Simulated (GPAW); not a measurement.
A run of GPAW 26.7.0 is set up as follows.

Contents of run.py:

```python
from ase.dft.bandgap import bandgap
from ase.io import read, write
from ase.units import GPa
from gpaw import GPAW, PW

atoms = read('TiO2.cif')

calc = GPAW(mode=PW(800),
            xc='MGGA_X_R2SCAN+MGGA_C_R2SCAN',
            kpts={'size': (4, 4, 6), 'gamma': True},
            occupations={'name': 'fermi-dirac', 'width': 0.05},
            nbands=43,
            convergence={'density': 1e-05, 'energy': 1e-05},
            maxiter=150,
            txt='gpaw.txt')
atoms.calc = calc
energy = atoms.get_potential_energy()
forces = atoms.get_forces()
stress = atoms.get_stress()
calc.write('gs.gpw')
write('result.traj', atoms)
print(f'Energy: {energy:.6f} eV')
print('Forces (eV/A):')
print(forces.round(4))
print('Stress (GPa):', (stress / GPa).round(3))
print('Fermi level:', round(calc.get_fermi_level(), 4), 'eV')
print(f'Gap: {bandgap(calc)[0]:.4f} eV, direct: {bandgap(calc, direct=True)[0]:.4f} eV')

path = atoms.cell.bandpath('GXMGZRAZ,XR,MA', npoints=100, eps=1e-4)
bs_calc = calc.fixed_density(kpts=path, symmetry='off', nbands=61,
                             convergence={'bands': 'CBM+6.0', 'eigenstates': 1e-6}, txt='bands.txt')
bs = bs_calc.band_structure()
bs.write('bs.json')
print(f'Gap on the path: {bandgap(bs_calc)[0]:.4f} eV')
```

The input TiO2.cif:

```cif
data_TiO2
_cell_length_a 4.59983732
_cell_length_b 4.59983732
_cell_length_c 2.95921356
_cell_angle_alpha 90.00000000
_cell_angle_beta 90.00000000
_cell_angle_gamma 90.00000000
_space_group_name_H-M_alt 'P1'
_space_group_name_Hall 'P 1'
_space_group_IT_number 1
loop_
_space_group_symop_operation_xyz
'x,y,z'
loop_
_atom_site_label
_atom_site_type_symbol
_atom_site_symmetry_multiplicity
_atom_site_Wyckoff_symbol
_atom_site_fract_x
_atom_site_fract_y
_atom_site_fract_z
_atom_site_occupancy
Ti1 Ti 1 a 0.0000000000 0.0000000000 0.5000000000 1
Ti2 Ti 1 a 0.5000000000 0.5000000000 0.0000000000 1
O1 O 1 a 0.3043213200 0.3043213200 0.5000000000 1
O2 O 1 a 0.1956786800 0.8043213200 0.0000000000 1
O3 O 1 a 0.8043213200 0.1956786800 0.0000000000 1
O4 O 1 a 0.6956786800 0.6956786800 0.5000000000 1
```

Potentials or basis: GPAW PAW data sets (gpaw-data 1.2.1), pw.

Launch:

```console
$ OMP_NUM_THREADS=1 python run.py
```

Problem. Estimate the band gap along the path.

Solution. 2.22 eV, direct.

Problem. What does it give for the band gap on the k mesh?

Solution. 2.22 eV, direct.

Problem. Estimate the pressure.

Solution. 0.5 GPa.

Forces on the atoms (eV/Å):
```
Ti   0.000  0.000  0.000
Ti   0.000  0.000  0.000
O    0.012  0.012  0.000
O   -0.012  0.012  0.000
O    0.012 -0.012  0.000
O   -0.012 -0.012  0.000
```

Caveat: the k mesh is coarse; the PAW data sets were made with another functional, which shifts forces and pressure a little.

**Measured values to compare with.**

“Shallow Valence Band of Rutile GeO2 and P-type Doping”, 2020, arxiv:2011.08928 quotes, for a bulk crystal of TiO2 at 1.6 K: band gap 3.03 eV (direct).

A measured gap of TiO2 is 3.03 eV (direct; 1.6 K; quoted in “Shallow Valence Band of Rutile GeO2 and P-type Doping”, 2020, arxiv:2011.08928); the calculated 2.22 eV misses it by -0.81 eV. 2 values of this kind are on record in papers (3.03 to 3.05 eV); this one was drawn at random among those near their median. The value is that of r2SCAN, without temperature or zero-point motion. The cell is a database's relaxed one, not the measured one, which moves gaps too.
